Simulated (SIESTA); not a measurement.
Crystal: W.

```
W
1.0
    -1.58234    1.58234    1.58234
     1.58234   -1.58234    1.58234
     1.58234    1.58234   -1.58234
W
1
Direct
  0.00000 0.00000 0.00000
```

Base run:

```yaml
Program: SIESTA 5.4.2
Functional: revPBE
Potentials_or_basis: PseudoDojo 0.4 standard (PBE files)
Basis: DZP (energy shift 0.003 Ry; two zetas on semicore shells)
Grid_cutoff: 800 Ry
Energy_shift: 0.003 Ry
k_mesh: 12 × 12 × 12
Occupations: fermi-dirac, width 0.05 eV
Spin: no spin polarisation
```

Its results: band gap on the k mesh none (metal or under the smearing width); pressure 12.5 GPa.

Problem. The run is repeated on the same cell with these changes: functional from revPBE to BLYP. What comes out?

Solution. Band gap on the k mesh none (metal or under the smearing width); pressure 19.3 GPa.

Caveats: short orbitals over semicore shells can move pressures by several GPa; the potentials were made for another functional, which shifts forces and pressure; the basis of atomic orbitals isn't converged, which shifts pressures, moduli and gaps.
